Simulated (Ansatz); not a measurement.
Here is an Ansatz 0.2.0 calculation.

input.yaml

```yaml
crystal:
  lattice:
    - [0.0, 2.7218511865, 2.7218511865]
    - [2.7218511865, 0.0, 2.7218511865]
    - [2.7218511865, 2.7218511865, 0.0]
  atoms:
    - { symbol: Si, position: [0.5, 0.5, 0.5] }
    - { symbol: Si, position: [0.75, 0.75, 0.75] }
kpoints:
  mp_grid: { grid: [8, 8, 8] }
scf:
  occupations: { method: fermi_dirac, width: 0.05 }
hamiltonian:
  xc: revpbe
  dispersion: d3bj
  pseudopotentials: { kind: all_electron, lapw: { basis_error: 0.001 } }
output:
  forces: true
  stress: true
relax:
  f_tol: 0.005
  max_steps: 60
  cell: {}
```

Potentials or basis: all-electron LAPW, scalar-relativistic.

Run with:

```bash
$ ansatz run input.yaml --threads 1 --pin off --max-ram 3072MiB --backend cpu --events-out ev --progress --plain --runs-dir out
```

**Question.** What does it give for the relaxed cell?

**Answer.** a = 3.813 Å, b = 3.813 Å, c = 3.813 Å, α = 60.00°, β = 60.00°, γ = 60.00°.

**Question.** Estimate the band gap on the k mesh.

**Answer.** 0.62 eV.

**Question.** Predict the relaxed volume.

**Answer.** 19.61 Å³/atom.

**Question.** Estimate the space group after relaxing (to 0.05 Å).

**Answer.** Fd-3m (No. 227).

Step by step:
```tsv
step	energy change (eV)	largest force (eV/Å)	volume (Å³)
1	0.0000	0.0000	40.33
2	-0.0078	0.0000	39.53
3	-0.0085	0.0000	39.21
4	-0.0085	0.0000	39.21
```

A k mesh can miss the band edges. Expect the measured gap to be larger: semilocal functionals such as revPBE lack the derivative discontinuity.
